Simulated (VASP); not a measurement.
Wanted: the native input for a VASP 6.6.1 run.

```yaml
Task: density of states
Functional: PBE
Potentials_or_basis: VASP PAW PBE potentials, release 64 (Ta_pv, C)
Cutoff: 520 eV
k_mesh: 16 × 16 × 16
Occupations: gaussian, width 0.1 eV
Spin: no spin polarisation
k_mesh_for_the_DOS: 24 × 24 × 24
Occupations_for_the_DOS: tetrahedron
Further_INCAR_settings: ALGO = Normal; EDIFF = 1e-07; NBANDS = 14
```

Crystal: TaC.

```xyz
2
Lattice="0.0000 2.2392 2.2392 2.2392 0.0000 2.2392 2.2392 2.2392 0.0000" Properties=species:S:1:pos:R:3 pbc="T T T"
Ta    0.0000    0.0000    0.0000
C     2.2392    2.2392    2.2392
```

These files were run (other wordings do the same):

POSCAR

```
TaC                                     
1.0
    0.0000000000      2.2391768575      2.2391768575
    2.2391768575      0.0000000000      2.2391768575
    2.2391768575      2.2391768575      0.0000000000
  Ta              C             
     1     1
Direct
     0.0000000000000000    0.0000000000000000    0.0000000000000000
     0.5000000000000000    0.5000000000000000    0.5000000000000000
```

INCAR.step1

```
SYSTEM = TaC
PREC = Accurate
ENCUT = 520
EDIFF = 1E-7
ISMEAR = 0
SIGMA = 0.1
LREAL = .False.
LASPH = .True.
NELM = 60
ALGO = Normal
ISIF = 2
LWAVE = .False.
LCHARG = .True.
LMAXMIX = 4
GGA = PE
NBANDS = 14
```

KPOINTS.step1

```
Automatic mesh
0
Gamma
  16 16 16
  0 0 0
```

INCAR.step2

```
SYSTEM = TaC
PREC = Accurate
ENCUT = 520
EDIFF = 1E-7
ISMEAR = -5
SIGMA = 0.1
LREAL = .False.
LASPH = .True.
NELM = 60
ALGO = Normal
ISIF = 2
LWAVE = .False.
LCHARG = .False.
LMAXMIX = 4
GGA = PE
LORBIT = 10
NBANDS = 14
NEDOS = 1001
ICHARG = 11
```

KPOINTS.step2

```
Automatic mesh
0
Gamma
  24 24 24
  0 0 0
```

Potentials or basis: VASP PAW PBE potentials, release 64 (Ta_pv, C).

Command:

```sh
$ cat potpaw_PBE.64/Ta_pv/POTCAR potpaw_PBE.64/C/POTCAR > POTCAR
$ cp INCAR.step1 INCAR
$ cp KPOINTS.step1 KPOINTS
$ mpirun -np 1 vasp_std > vasp.out
$ cp INCAR.step2 INCAR
$ cp KPOINTS.step2 KPOINTS
$ mpirun -np 1 vasp_std > vasp.out
```

Results of the run:

```
Valence electrons inside the program's atomic spheres : Ta 8.93; C 2.44
```

Run time: 32 s on 1 thread of Intel(R) Xeon(R) 6975P-C (Granite Rapids), on a shared host, peak memory 0.24 GiB.
